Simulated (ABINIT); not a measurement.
Runs of ABINIT 10.8.3 (patched build) on WC. The structure is cubic, space group Fm-3m (No. 225). Conventional cell: a = 4.385 Å, b = 4.385 Å, c = 4.385 Å, α = 90.00°, β = 90.00°, γ = 90.00°. W (site symmetry m-3m) is surrounded by 6 C at 2.19 Å. C (site symmetry m-3m) is surrounded by 6 W at 2.19 Å. Measurements of this composition are mostly on another form, of space group No. 187.

| task | level | potentials or basis | cell | k mesh | cutoff (eV) | stop of the response cycle (tolvrs) | acoustic sum rule (asr) | cell freedom (optcell) | optimiser (ionmov) | cutoff smearing ecutsm (Ha) | gap on the mesh (eV) | pressure (GPa) | relaxed volume (Å³/atom) |
| --- | --- | --- | --- | --- | --- | --- | --- | --- | --- | --- | --- | --- | --- |
| phonons | PBEsol | PseudoDojo NC SR PBEsol v0.4.1 standard | as given | 6 × 6 × 6, with 4 shifts | 1007 | 1e-10 | 1 | - | - | - | - | -9.9 | - |
| relaxation of cell and atoms | PBEsol | PseudoDojo NC SR PBEsol v0.4.1 standard | relaxed | 8 × 8 × 8 | 1116 | - | - | 2 | 2 | 0.5 | none | 0.0 | 10.28 |
| relaxation of cell and atoms | LDA | PseudoDojo NC SR LDA v0.4.1 standard | relaxed | 8 × 8 × 8 | 1116 | - | - | 2 | 2 | 0.5 | none | 0.0 | (a) |
| single point | PBEsol | PseudoDojo NC SR PBEsol v0.4.1 standard | as given | 8 × 8 × 8 | 1007 | - | - | - | - | - | none | -9.6 | - |

Alike in all rows: no spin polarisation; smearing fermi-dirac 0.05 eV.

Problem. Estimate the missing entries.

Solution. (a) 10.09.

Caveats: the mesh is coarse for a metal's response (some runs); the cell is more than 3 GPa from zero pressure, which shifts response properties (some runs).

A k mesh can miss the band edges, and the runs leave out spin-orbit coupling on W.

A gap of «none» marks a metal or a gap under the smearing width.

Not every run made on this cell is shown here.
